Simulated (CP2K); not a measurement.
# GaP: band structure with r2SCAN

**The experiment to reproduce.**

From “Stacking defects in GaP nanowires: Electronic structure and optical properties”, 2018, arxiv:1810.01194, for a bulk crystal of GaP at 10 K: band gap 2.34 eV (indirect).

GaP:

```
Ga P
1.0
     3.85409    0.00000    0.00000
     1.92704    3.33774    0.00000
     1.92704    1.11258    3.14685
Ga P
1 1
Direct
  0.00000 0.00000 0.00000
  0.75000 0.75000 0.75000
```

```yaml
Program: CP2K 2026.2
Task: band structure
Functional: r2SCAN
Potentials_or_basis: POTENTIAL_UZH Ga GTH-SCAN-q13, P GTH-SCAN-q5; TZVP-MOLOPT-SCAN-GTH basis
Density_cutoff: 9184 eV
k_mesh: 8 × 8 × 8
Occupations: fermi-dirac, width 0.1 eV
Spin: no spin polarisation
SCF_solver: diagonalisation with k points
Quickstep_method: GPW
EPS_DEFAULT: 1.0E-9
EPS_SCF: 1.0E-6
MAX_SCF: 100
SCF_GUESS: ATOMIC
k_points_reduced_by_the_point_group: yes
Mesh_centred_on_Gamma: yes
CHOLESKY: OFF
EPS_EIGVAL: 1.0E-7
MIXING_METHOD: BROYDEN_MIXING
MIXING_ALPHA: 0.4
NBUFFER: 8
NGRIDS: 4
Basis_sets: Ga TZVP-MOLOPT-SCAN-GTH-q13, P TZVP-MOLOPT-SCAN-GTH-q5
Potentials: Ga GTH-SCAN-q13 of POTENTIAL_UZH, P GTH-SCAN-q5 of POTENTIAL_UZH
ADDED_MOS: "[10]"
Points_a_segment_of_the_path_NPOINTS: 6
Bands_added_on_the_path: 2
REL_CUTOFF_Ry: 60 Ry
MIXING_BETA_1/bohr: 1.5 1/bohr
CUTOFF_of_the_grids: 675 Ry
```

The pressure is -0.1 GPa. The band gap on the k mesh is 1.94 eV, indirect (least direct gap 2.22 eV). The band gap along the path is 1.89 eV, indirect (least direct gap 2.22 eV). The mulliken charges are Ga +0.48; P -0.48 e.

Levels at the corners of the path, in eV from the valence-band top:
| point | band 5 | band 6 | band 7 | band 8 | band 9 | band 10 | band 11 | band 12 | band 13 | band 14 |
| --- | --- | --- | --- | --- | --- | --- | --- | --- | --- | --- |
| Γ | -14.47 | -13.06 | 0.00 | 0.00 | 0.00 | 2.22 | 4.18 | 4.18 | 4.18 | 10.63 |
| X | -14.45 | -9.93 | -7.03 | -2.84 | -2.84 | 1.99 | 2.12 | 11.36 | 11.36 | 12.03 |
| W | -14.46 | -9.83 | -6.82 | -3.73 | -3.57 | 5.18 | 5.26 | 6.69 | 6.69 | 12.42 |
| K | -14.46 | -9.97 | -6.81 | -4.10 | -2.39 | 2.52 | 5.25 | 8.97 | 8.99 | 10.00 |
| Γ | -14.47 | -13.06 | 0.00 | 0.00 | 0.00 | 2.22 | 4.18 | 4.18 | 4.18 | 10.63 |
| L | -14.46 | -10.87 | -6.90 | -1.20 | -1.20 | 2.00 | 5.13 | 5.13 | 9.24 | 12.53 |
| U | -14.46 | -9.97 | -6.81 | -4.10 | -2.39 | 2.52 | 5.25 | 8.97 | 8.99 | 10.00 |
| W | -14.46 | -9.83 | -6.82 | -3.73 | -3.57 | 5.18 | 5.26 | 6.69 | 6.69 | 12.42 |
| L | -14.46 | -10.87 | -6.90 | -1.20 | -1.20 | 2.00 | 5.13 | 5.13 | 9.24 | 12.53 |
| K | -14.46 | -9.97 | -6.81 | -4.10 | -2.39 | 2.52 | 5.25 | 8.97 | 8.99 | 10.00 |
| U | -14.46 | -9.97 | -6.81 | -4.10 | -2.39 | 2.52 | 5.25 | 8.97 | 8.99 | 10.00 |
| X | -14.45 | -9.93 | -7.03 | -2.84 | -2.84 | 1.99 | 2.12 | 11.36 | 11.36 | 12.03 |

Run time: 60 s on 2 threads of Arm Neoverse V2, on a shared host, peak memory 0.38 GiB.

Against the measured gap of GaP, 2.34 eV (indirect; 10 K; quoted in “Stacking defects in GaP nanowires: Electronic structure and optical properties”, 2018, arxiv:1810.01194), the calculated 1.89 eV is off by -0.45 eV. Spin-orbit coupling on Ga is left out. The value is that of r2SCAN in an atomic basis (POTENTIAL_UZH Ga GTH-SCAN-q13, P GTH-SCAN-q5; TZVP-MOLOPT-SCAN-GTH basis), whose error adds to the functional's,, without temperature or zero-point motion.

Caveat: Mulliken charges move with the basis; the basis of atomic orbitals isn't converged, which shifts pressures, moduli and gaps.
